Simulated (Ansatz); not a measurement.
Zr, DFT, PBE, all-electron PAW with datasets made for the crystal, scalar-relativistic (Ansatz 0.2.0), run on 1 thread of Arm Neoverse V2 on a shared host.

The cell comes from COD entry 9008559, which wasn't checked; take it as a given geometry. The listed cell was then made from it by scaling, straining or moving an atom.

Command: `ansatz run input.yaml --threads 1 --pin off --max-ram 3072MiB --backend cpu --events-out ev --progress --plain --runs-dir out`

```yaml
crystal:
  lattice:
    - [-1.81, 1.81, 1.8281]
    - [1.81, -1.81, 1.8281]
    - [1.81, 1.81, -1.8281]
  atoms:
    - { symbol: Zr, position: [0.0, 0.0, 0.0] }
kpoints:
  mp_grid: { grid: [14, 14, 14] }
scf:
  occupations: { method: fermi_dirac, width: 0.08 }
hamiltonian:
  xc: pbe
  pseudopotentials: { kind: all_electron, datasets: crystal }
output:
  forces: true
  stress: true
  eigenvalues: true
  efg: { contact_densities: true }
```

How large is the problem that the program sets up?

244 irreducible k-points, 201 plane waves at Γ, 11 bands.

Estimate the wall time and the peak memory.

7.7 s of wall time for 6 SCF iterations, with a peak of 0.38 GiB. Times on shared machines scatter by tens of per cent.

And the same cell and mesh by PAW with the default files, asked for forces, stress, eigenvalues, efg, write_density, write_potential, elf, on the same hardware?

4.7 s, peak memory 0.38 GiB.
